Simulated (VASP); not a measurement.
# AlAs (F-43m) in VASP: G0W0 quasiparticle levels with PBEsol

Aim: the G0W0 quasiparticle levels of AlAs with PBEsol.

All numbers are computed with VASP 6.6.1; they aren't measurements. Logs are shortened: lines on timing, memory, paths and dates and some standing lists are left out, and cuts for length are marked.

### Step 1. The structure

Symmetry: F-43m, No. 216, cubic system. Conventional cell: a = 5.661 Å, b = 5.661 Å, c = 5.661 Å, α = 90.00°, β = 90.00°, γ = 90.00°. Around Al (site symmetry -43m) lie 4 As at 2.45 Å. Around As (site symmetry -43m) lie 4 Al at 2.45 Å.

### Step 2. G0W0 quasiparticle levels, PBEsol

The input, POSCAR:

```
AlAs
1.0
    0.0000000000      2.8304000000      2.8304000000
    2.8304000000      0.0000000000      2.8304000000
    2.8304000000      2.8304000000      0.0000000000
Al As
1 1
Direct
    0.0000000000      0.0000000000      0.0000000000
    0.2500000000      0.2500000000      0.2500000000
```

The input, INCAR.step1:

```
ALGO = Fast
EDIFF = 1E-8
ENCUT = 450
GGA = PS
ISMEAR = 0
KPAR = 8
LASPH = T
LCHARG = F
LREAL = F
LWAVE = T
NELM = 60
PREC = Accurate
SIGMA = 0.01
```

The input, INCAR.step2:

```
ALGO = Exact
EDIFF = 1E-8
ENCUT = 450
GGA = PS
ISMEAR = 0
ISTART = 1
KPAR = 8
LASPH = T
LCHARG = F
LOPTICS = T
LREAL = F
LWAVE = T
NBANDS = 48
NELM = 1
PREC = Accurate
SIGMA = 0.01
```

The input, INCAR.step3:

```
ALGO = EVGW0
EDIFF = 1E-8
ENCUT = 450
ENCUTGW = 80
GGA = PS
ISMEAR = 0
ISTART = 1
KPAR = 8
LASPH = T
LCHARG = F
LREAL = F
LWAVE = F
NBANDS = 48
NBANDSGW = 12
NELMGW = 1
NOMEGA = 50
PREC = Accurate
PRECFOCK = Fast
SIGMA = 0.01
```

The input, KPOINTS:

```
k-points
0
Gamma
  4 4 4
```

Potentials or basis: VASP PAW PBE potentials, release 64 (Al_GW, As_GW).

Started as:

```
$ cat potpaw_PBE.64/Al_GW/POTCAR potpaw_PBE.64/As_GW/POTCAR > POTCAR
$ cp INCAR.step1 INCAR
$ mpirun -np 8 vasp_std > vasp.out
$ cp INCAR.step2 INCAR
$ mpirun -np 8 vasp_std > vasp.out
$ cp INCAR.step3 INCAR
$ mpirun -np 8 vasp_std > vasp.out
```

OUTCAR:

```text
EDIFF = 1E-8
   ENCUT = 450
   ENCUTGW = 80
   GGA = PS
   ISMEAR = 0
   ISTART = 1
   LASPH = T
   LREAL = F
   NELMGW = 1
   PREC = Accurate
   PRECFOCK = Fast

 ion  position               nearest neighbor table
   1  0.000  0.000  0.000-   2 2.45   2 2.45   2 2.45   2 2.45
   2  0.250  0.250  0.250-   1 2.45   1 2.45   1 2.45   1 2.45

  LATTYP: Found a face centered cubic cell.
 ALAT       =     5.6608000000

  Lattice vectors:

 A1 = (   0.0000000000,   2.8304000000,   2.8304000000)
 A2 = (   2.8304000000,   0.0000000000,   2.8304000000)
 A3 = (   2.8304000000,   2.8304000000,   0.0000000000)

Analysis of symmetry for initial positions (statically):
=====================================================================
 Subroutine PRICEL returns:
 Original cell was already a primitive cell.

 Routine SETGRP: Setting up the symmetry group for a
 face centered cubic supercell.

 Subroutine GETGRP returns: Found 24 space group operations
 (whereof 24 operations were pure point group operations)
 out of a pool of 48 trial point group operations.

The static configuration has the point symmetry T_d .

Analysis of symmetry for dynamics (positions and initial velocities):
=====================================================================
 Subroutine PRICEL returns:
 Original cell was already a primitive cell.

 Routine SETGRP: Setting up the symmetry group for a
 face centered cubic supercell.

 Subroutine GETGRP returns: Found 24 space group operations
 (whereof 24 operations were pure point group operations)
 out of a pool of 48 trial point group operations.

The dynamic configuration has the point symmetry T_d .

 Subroutine INISYM returns: Found 24 space group operations
 (whereof 24 operations are pure point group operations),
 and found     1 'primitive' translations

----------------------------------------------------------------------------------------

                                     Primitive cell

  volume of cell :      45.3496

  direct lattice vectors                    reciprocal lattice vectors
     0.000000000  2.830400000  2.830400000    -0.176653477  0.176653477  0.176653477
     2.830400000  0.000000000  2.830400000     0.176653477 -0.176653477  0.176653477
     2.830400000  2.830400000  0.000000000     0.176653477  0.176653477 -0.176653477

  length of vectors
     4.002790067  4.002790067  4.002790067     0.305972797  0.305972797  0.305972797

  position of ions in fractional coordinates (direct lattice)
     0.000000000  0.000000000  0.000000000
     0.250000000  0.250000000  0.250000000

  ion indices of the primitive-cell ions
   primitive index   ion index
                 1           1
                 2           2

----------------------------------------------------------------------------------------

 KPOINTS: k-points

Automatic generation of k-mesh.
 Grid dimensions read from file:
 generate k-points for:    4    4    4

 Generating k-lattice:

  Cartesian coordinates                     Fractional coordinates (reciprocal lattice)
    -0.044163369  0.044163369  0.044163369     0.250000000  0.000000000  0.000000000
     0.044163369 -0.044163369  0.044163369     0.000000000  0.250000000  0.000000000
     0.044163369  0.044163369 -0.044163369     0.000000000  0.000000000  0.250000000

  Length of vectors
     0.076493199  0.076493199  0.076493199

  Shift w.r.t. Gamma in fractional coordinates (k-lattice)
     0.000000000  0.000000000  0.000000000

 Subroutine IBZKPT returns following result:
 ===========================================

 Found      8 irreducible k-points:

 Following reciprocal coordinates:
            Coordinates               Weight
  0.000000  0.000000  0.000000      1.000000
  0.250000  0.000000  0.000000      8.000000
  0.500000  0.000000  0.000000      4.000000
  0.250000  0.250000  0.000000      6.000000
  0.500000  0.250000  0.000000     24.000000
 -0.250000  0.250000  0.000000     12.000000
  0.500000  0.500000  0.000000      3.000000
 -0.250000  0.500000  0.250000      6.000000
   k-points           NKPTS =      8   k-points in BZ     NKDIM =     64   number of bands    NBANDS=     48
   number of dos      NEDOS =    301   number of ions     NIONS =      2
   total plane-waves  NPLWV =  21952
   dimension x,y,z NGX =    28 NGY =   28 NGZ =   28
   dimension x,y,z NGXF=    56 NGYF=   56 NGZF=   56
   ions per type =               1   1
   NGX,Y,Z   is equivalent  to a cutoff of  11.63, 11.63, 11.63 a.u.
   NGXF,Y,Z  is equivalent  to a cutoff of  23.26, 23.26, 23.26 a.u.
 SYSTEM =  unknown system
   PREC   = accura    normal or accurate (medium, high low for compatibility)
   ISTART =      1    job   : 0-new  1-cont  2-samecut
   ICHARG =      0    charge: 1-file 2-atom 10-const
   ISPIN  =      1    spin polarized calculation?
   LNONCOLLINEAR =      F non collinear calculations
   LSORBIT =      F    spin-orbit coupling
   LASPH  =      T    aspherical Exc in radial PAW
   ENCUT  =  450.0 eV  33.07 Ry    5.75 a.u.   6.92  6.92  6.92*2*pi/ulx,y,z
   NELM   =     60;   NELMIN=  2; NELMDL=  0     # of ELM steps
   EDIFF  = 0.1E-07   stopping-criterion for ELM
   LREAL  =      F    real-space projection
   EDIFFG = 0.1E-06   stopping-criterion for IOM
   NSW    =      0    number of steps for IOM
   IBRION =     -1    ionic relax: 0-MD 1-quasi-New 2-CG
   NFREE  =      0    steps in history (QN), initial steepest desc. (CG)
   ISIF   =      0    stress and relaxation
   ISYM   =      3    0-nonsym 1-usesym 2-fastsym
   POTIM  = 0.5000    time-step for ionic-motion
   TEBEG  =    0.0;   TEEND  =   0.0 temperature during run
   PSTRESS=    0.0 pullay stress
   NELECT =       8.0000    total number of electrons
   NUPDOWN=      -1.0000    fix difference up-down
   EMIN   =  10.00;   EMAX   =-10.00  energy-range for DOS
   EFERMI =   0.00;   METHOD = LEGACY
   ISMEAR =     0;   SIGMA  =   0.01  broadening in eV -4-tet -1-fermi 0-gaus
   EFERMI_NEDOS =   21; number of points for ismear=-14 and -15
   IALGO  =     38    algorithm
   IMIX   =      4    mixing-type and parameters
     AMIX     =   0.40;   BMIX     =  1.00
     AMIX_MAG =   1.60;   BMIX_MAG =  1.00
  volume/ion in A,a.u.               =      22.67       153.02
  Fermi-wavevector in a.u.,A,eV,Ry     =   0.918150  1.735052 11.469706  0.843000
  Thomas-Fermi vector in A             =   2.043199
   LORBIT       =      0    0 simple, 1 ext, 2 COOP (PROOUT), +10 PAW based schemes
   GGA     = PS    functional components
   LHFCALC =     T    Hartree Fock is set to
   PRECFOCK=fast      Normal, Fast or Accurate (Low or Medium for compatibility)
   ENCUT4O =  -1.0   cutoff for four orbital integrals eV
   NKREDX  =     1    reduce k-point grid by
   NKREDY  =     1    reduce k-point grid by
   NKREDZ  =     1    reduce k-point grid by
   AEXX    =    1.0000 exact exchange contribution
   HFSCREEN=    0.0000 screening length (either q_TF or 0.3 A-1)
   HFSCREENC=   0.0000 screening length for correlation (either q_TF or 0.3 A-1)
   ENCUTFOCK=  -1.0 apply spherical cutoff to Coloumb kernel
   IVDW    =     0    specifies the selected vdW correction
   LEPSILON=     F    determine dielectric tensor
   LRPA    =     F    only Hartree local field effects (RPA)
   LRPAFORCE           =     F    calculate RPA forces
   ENCUTGW             =  80.0    cutoff for response function in eV
   ENCUTGWSOFT         =  64.0    soft cutoff for Coulomb kernel in GW response function in eV
   ENCUTLF             =  -1.0    cutoff for local field effects
   NELMGW              =     1    number of iterations in solving QP/BSE equation
   NELMHF              =     1    number of iterations in the inner HF iteration
   NKREDLFX            =     1    NKREDLFY  =   1   NKREDLFZ  =   1
 non-spin polarized calculation
 Gauss-broadening in eV      SIGMA  =   0.01
  energy-cutoff  :      450.00
  volume of cell :       45.35
 maximum number of plane-waves:       992
  NGX = 16; NGY = 16; NGZ = 16
   NGX = 13   NGY = 13   NGZ = 13
 maximum number of plane-waves:        80
 NGX is ok and might be reduce to    14

 QP shifts <psi_nk| G(iteration)W_0 |psi_nk>: iteration 1
 for sc-GW calculations column KS-energies equals QP-energies in previous step
 and V_xc(KS)=  KS-energies - (<T + V_ion + V_H > + <T+V_H+V_ion>^1  + <V_x>^1)

 k-point   1 :       0.0000    0.0000    0.0000
  band No.  KS-energies  QP-energies   sigma(KS)   V_xc(KS)     V^pw_x(r,r')   Z            occupation Imag(sigma)

      1      -8.5136      -8.7695     -11.3596     -10.9656     -17.8699       0.6496       2.0000       1.1508
      2       3.3794       3.1778     -11.5950     -11.3333     -13.2683       0.7704       2.0000       0.0623
      3       3.3794       3.1778     -11.5950     -11.3333     -13.2683       0.7704       2.0000       0.0623
      4       3.3794       3.1778     -11.5950     -11.3333     -13.2683       0.7704       2.0000       0.0623
      5       5.3341       6.0802      -9.0863     -10.0570      -5.5114       0.7686       0.0000      -0.0771
      6       7.6107       8.0520      -8.6430      -9.2275      -4.5508       0.7550       0.0000      -0.1036
      7       7.6107       8.0520      -8.6430      -9.2275      -4.5508       0.7550       0.0000      -0.1036
      8       7.6107       8.0520      -8.6430      -9.2275      -4.5508       0.7550       0.0000      -0.1036
      9      12.0617      12.3520      -7.4015      -7.7846      -2.2665       0.7576       0.0000      -0.2983
     10      12.3467      12.7863      -8.5738      -9.1624      -3.6659       0.7468       0.0000      -0.2416
     11      12.3467      12.7863      -8.5738      -9.1624      -3.6659       0.7468       0.0000      -0.2416
     12      14.6572      14.9054      -7.5013      -7.8325      -2.0160       0.7492       0.0000      -0.5282

 k-point   2 :       0.2500    0.0000    0.0000
  band No.  KS-energies  QP-energies   sigma(KS)   V_xc(KS)     V^pw_x(r,r')   Z            occupation Imag(sigma)
[... 97 lines left out ...]
      1      -6.4890      -6.5846     -12.0516     -11.9145     -17.8632       0.6974       2.0000       0.8509
      2      -1.7353      -2.1297     -10.6310     -10.0693     -14.0207       0.7023       2.0000       0.2367
      3       0.1477      -0.2496     -10.4921      -9.9512     -12.9496       0.7344       2.0000       0.1254
      4       0.5006       0.1257     -10.3646      -9.8568     -12.5709       0.7383       2.0000       0.1061
      5       7.5938       7.9577      -8.5470      -9.0258      -4.6706       0.7601       0.0000      -0.1025
      6       8.9822       9.5872      -9.2802     -10.0880      -4.9490       0.7489       0.0000      -0.1427
      7       8.9911       9.4734      -8.3959      -9.0414      -3.7288       0.7472       0.0000      -0.1635
      8       9.3287       9.6682      -8.2923      -8.7415      -3.9577       0.7558       0.0000      -0.1351
      9      13.9067      14.4111      -9.1017      -9.7981      -3.3429       0.7244       0.0000      -0.5123
     10      15.6471      16.1974      -9.4103     -10.1528      -3.7255       0.7411       0.0000      -0.5857
     11      15.8804      16.3934      -8.8289      -9.5186      -2.9985       0.7437       0.0000      -0.6641
     12      17.2554      17.8244      -9.0102      -9.7866      -3.2096       0.7329       0.0000      -0.7054
```

It took 8.5 s on 8 MPI ranks of Intel Xeon 6975P-C (Granite Rapids), shared host; peak memory 0.3 GiB.

Results:

- Band gap on the k mesh, mean-field level: 1.29 eV, indirect (least direct gap 1.95 eV)
- Quasiparticle gap: 1.77 eV
- Least direct quasiparticle gap: 2.90 eV

Caveat: the k mesh is coarse (spacing up to 0.48 Å⁻¹), so the values aren't converged; bands, screening cutoff and mesh are small and nothing is extrapolated, so the quasiparticle values aren't converged.
